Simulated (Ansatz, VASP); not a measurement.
## Be in VASP and in Ansatz

```
Be
1.0
     3.73533    0.00000    0.00000
    -1.86766    3.23489    0.00000
     0.00000    0.00000    2.28992
Be
3
Direct
  0.00000 0.00000 0.00000
  0.33333 0.66667 0.50000
  0.66667 0.33333 0.50000
```

Alike in both runs: task single point; functional PBEsol; k mesh 6 × 6 × 8; occupations gaussian, width 0.1 eV; no spin polarisation.

|  | VASP | Ansatz |
| --- | --- | --- |
| version | VASP 6.6.1 | Ansatz 0.2.0 |
| potentials or method | VASP PAW PBE potentials, release 64 (Be) | scalar-relativistic, plane waves, PAW |
| plane-wave cutoff (eV) | 520 | 420 |
| valence electrons in the cell | 6 | 6 |

```tsv
	VASP	Ansatz	Ansatz less VASP
gap on the k mesh at the Fermi level (eV)	none	none	-
pressure (GPa)	-13.0	-13.2	-0.22
largest component of the traceless stress (GPa)	3.22	3.30	+0.073
```

A gap of «none» marks a metal or a gap that the smearing closes. The functional is the same, so the differences come from potentials, cutoffs and numerics.

Caveats: the PAW data sets were made with another functional, which shifts forces and pressure a little (VASP).
